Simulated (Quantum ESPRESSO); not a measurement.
## HfC under changes of volume

One of the cells (12.587 Å³/atom); the others are scaled copies at fixed shape and fractional positions:

```
CELL_PARAMETERS angstrom
3.34287 0.00000 0.00000
-1.67143 2.89501 0.00000
0.00000 0.00000 5.20271
ATOMIC_POSITIONS crystal
Hf 0.33333 0.66667 0.25000
Hf 0.66667 0.33333 0.75000
C 0.00000 0.00000 0.50000
C 0.00000 0.00000 0.00000
```

The cell comes from a database or a generator and needn't be the stable form of this composition.

| Property | Result |
| --- | --- |
| Program | Quantum ESPRESSO 7.5 |
| Functional | PBE |
| Potentials or basis | SSSP 1.3 efficiency PBE |
| Cutoff | 816 eV |
| Density cutoff | 5987 eV |
| k mesh | 9 × 9 × 5 |
| Occupations | fermi-dirac, width 0.05 eV |
| Spin | no spin polarisation |

```csv
volume (Å³/atom),energy over the lowest point (meV/atom),pressure (GPa)
11.832,34.68,15.8
12.084,14.43,9.8
12.336,3.16,4.4
12.587,0.00,-0.5
12.839,4.16,-4.9
13.091,?,?
13.343,31.66,-12.5
```

Q: What does the run at 13.091 Å³/atom give?

A: Energy over the lowest point 14.93 meV/atom; pressure -8.9 GPa.

Worked out: A Birch-Murnaghan fit of order 3 (a polynomial in V^(-2/3)) to the other rows has its minimum at 12.57 Å³/atom with B0 = V·E''(V) = 234 GPa and B' = 4.1 at fixed shape and positions, which overstates the stiffness. It gives 14.92 meV/atom at 13.091 Å³/atom, against the run's 14.93, and -dE/dV = -8.8 GPa, against -8.9.

Energies are extrapolated to zero smearing.
